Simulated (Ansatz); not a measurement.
Write the native input for Ansatz 0.2.0 that does the following.

| Property | Result |
| --- | --- |
| Task | relaxation of cell and atoms |
| Functional | PBEsol |
| Potentials or basis | all-electron LAPW, scalar-relativistic |
| Basis error allowed | 0.001 eV/atom |
| k mesh | 10 × 10 × 10 |
| Occupations | fermi-dirac, width 0.05 eV |
| Spin | collinear spin, ferromagnetic start |
| Starting moments | [2.0, 0.0] μB |
| Target pressure | 5 GPa |

Crystal: CoO.

```xyz
2
Lattice="1.6022 0.9250 2.5665 -1.6022 0.9250 2.5665 0.0000 -1.8501 2.5665" Properties=species:S:1:pos:R:3 pbc="T T T"
Co    0.0000    0.0000    7.6915
O     0.0000    0.0000    5.7824
```

Measurements of this composition are mostly on another form, of space group No. 225.

The input as run:

input.yaml

```yaml
crystal:
  lattice:
    - [1.6022198417, 0.9250420569, 2.5664708903]
    - [-1.6022198417, 0.9250420569, 2.5664708903]
    - [0.0, -1.8500841138, 2.5664708903]
  atoms:
    - { symbol: Co, position: [0.99897832, 0.99897832, 0.99897832], spin: 2.0 }
    - { symbol: O, position: [0.75102103, 0.75102103, 0.75102103] }
kpoints:
  mp_grid: { grid: [10, 10, 10] }
scf:
  occupations: { method: fermi_dirac, width: 0.05 }
hamiltonian:
  xc: pbesol
  pseudopotentials: { kind: all_electron, lapw: { basis_error: 0.001 } }
magnetization:
  spin_polarized: true
output:
  forces: true
  stress: true
relax:
  f_tol: 0.02
  max_steps: 60
  cell: { p_target: 5 }
```

Potentials or basis: all-electron LAPW, scalar-relativistic.

Command:

```console
$ ansatz run input.yaml --threads 2 --pin off --max-ram 6144MiB --backend cpu --events-out ev --progress --plain --runs-dir out
```

It gave:

The relaxed volume is 9.99 Å³/atom. The relaxed cell is a = 3.046 Å, b = 3.046 Å, c = 3.046 Å, α = 59.99°, β = 59.99°, γ = 59.99°, the space group after relaxing (to 0.05 Å) is F-43m (No. 216) and the energy change on relaxing (the enthalpy is what falls) is -24.2 meV/atom. The ionic steps are 8 and the pressure after relaxing is 5.0 GPa. The net moment is 1.72 μB per cell, the absolute moment is 1.74 μB per cell and the site moments are Co +1.50; O +0.15 μB.

Caveat: a cell with one magnetic atom can't hold antiferromagnetic order, which such compounds often take.

Wall time 90 s on 2 threads of AMD EPYC 9R45 96-Core Processor (Zen 5), with other jobs on the host, peak memory 0.68 GiB.
